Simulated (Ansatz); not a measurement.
Here is the system:

CsCl:
```
CELL_PARAMETERS angstrom
      4.20601     0.00000     0.00000
      0.00000     4.20601     0.00000
      0.00000     0.00000     4.20601
ATOMIC_POSITIONS crystal
  Cs 0.00000 0.00000 0.00000
  Cl 0.50000 0.50000 0.50000
```

This is the PBE-relaxed structure.

Problem. All from PBE in the plane-wave PAW code Ansatz, unless another level is named. Give the hole effective mass with spin–orbit coupling, band 2 of 2 at the edge.

Solution. 0.87 along [100], 0.91 along [110], 0.92 along [111] (mₑ).

Problem. And the electron effective mass with spin–orbit coupling?

Solution. 0.36 mₑ (isotropic).

Problem. What about the hole effective mass with spin–orbit coupling, band 1 of 2 at the edge?

Solution. 4.4 along [100], 3.6 along [110], 3.4 along [111] (mₑ).

Problem. Predict the valence-band maximum.

Solution. at Γ.

Space group Pm-3m (CsCl type). The cell was relaxed with PBE under the symmetry of its start. Spin–orbit coupling is left out wherever it is not named.

Potentials: the earlier of the program's two PAW sets.

Edges and masses are those of Kohn–Sham bands, whose gap is no quasiparticle gap.
